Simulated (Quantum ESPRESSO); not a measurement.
A run of Quantum ESPRESSO 7.5 is set up as follows.

File pw.in:

```
&CONTROL
  calculation = 'scf'
  prefix = 'pwscf'
  outdir = './tmp'
  pseudo_dir = './pseudo'
  tprnfor = .true.
  tstress = .true.
  disk_io = 'nowf'
/
&SYSTEM
  ibrav = 0
  nat = 1
  ntyp = 1
  ecutwfc = 55
  ecutrho = 440
  nbnd = 15
  occupations = 'smearing'
  smearing = 'fd'
  degauss = 0.00367493
  nspin = 2
  starting_magnetization(1) = 0.1538
/
&ELECTRONS
  conv_thr = 2d-10
  electron_maxstep = 120
  mixing_beta = 0.3
/
ATOMIC_SPECIES
V     50.9415 v_pbe_v1.4.uspp.F.UPF
CELL_PARAMETERS angstrom
  -0.0474680000    1.8886570000    1.8832300000
   1.8644480000   -0.0435050000    1.8792670000
   1.8552420000    1.8754880000   -0.0342990000
ATOMIC_POSITIONS crystal
V     -0.0136140000   -0.0151130000    0.0168650000
K_POINTS automatic
12 12 12 0 0 0
```

Potentials or basis: SSSP 1.3 efficiency PBE.

Run with:

```console
$ OMP_NUM_THREADS=1 pw.x -in pw.in > pw.out
```

(1) Predict the pressure.

(2) Predict the net moment.

(3) Estimate the band gap on the k mesh.

## Answers

(1) 3.5 GPa.

(2) 0.00 μB per cell.

(3) none (metal or under the smearing width).
